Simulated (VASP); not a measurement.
# N2: relaxation of the atoms with PBE

The system is N2, in a box.

```
N
1.0
     9.00000    0.00000    0.00000
     0.00000    9.60000    0.00000
     0.00000    0.00000   10.20000
N
2
Direct
  0.50000 0.50000 0.55392
  0.50000 0.50000 0.44608
```

```json
{"Program": "VASP 6.6.1", "Task": "relaxation of the atoms", "Functional": "PBE", "Potentials or basis": "VASP PAW PBE potentials, release 64 (N)", "Cutoff": "520 eV", "k mesh": "1 × 1 × 1", "Occupations": "gaussian, width 0.01 eV", "Spin": "no spin polarisation", "Further INCAR settings": "ALGO = Normal; EDIFF = 1e-06; IBRION = 2; EDIFFG = -0.02; NSW = 40"}
```

The energy gained by relaxing is 6.8 meV/atom. The ionic steps are 4 and the largest force after relaxing is 0.009 eV/Å. The gap between the frontier levels is 8.06 eV.

Forces in eV/Å, atoms in the order of the input:
```
N    0.000  0.000 -0.009
N    0.000  0.000  0.009
```

The path:
| step | energy change (eV) | largest force (eV/Å) | pressure (GPa) |
| --- | --- | --- | --- |
| 1 | 0.0000 | 2.0975 | 0.13 |
| 2 | 1.6845 | 14.0427 | -1.11 |
| 3 | -0.0135 | 0.1990 | -0.02 |
| 4 | -0.0136 | 0.0095 | -0.01 |

Final structure:
```xyz
2
Lattice="9.0000 0.0000 0.0000 0.0000 9.6000 0.0000 0.0000 0.0000 10.2000" Properties=species:S:1:pos:R:3 pbc="T T T"
N     4.5000    4.8000    5.6566
N     4.5000    4.8000    4.5434
```

Levels at points of the mesh, in eV from the valence-band top:
| k point | band 3 | band 4 | band 5 | band 6 | band 7 | band 8 |
| --- | --- | --- | --- | --- | --- | --- |
| (0.00, 0.00, 0.00) | -1.34 | -1.34 | 0.00 | 8.06 | 8.07 | 9.83 |

It took 89 s on 1 thread of Intel(R) Xeon(R) Platinum 8488C (Sapphire Rapids) (shared host), peak memory 0.79 GiB.

Caveat: the standard files for N, O and F lose accuracy on very short bonds. As with any semilocal functional, this PBE gap is likely too small.
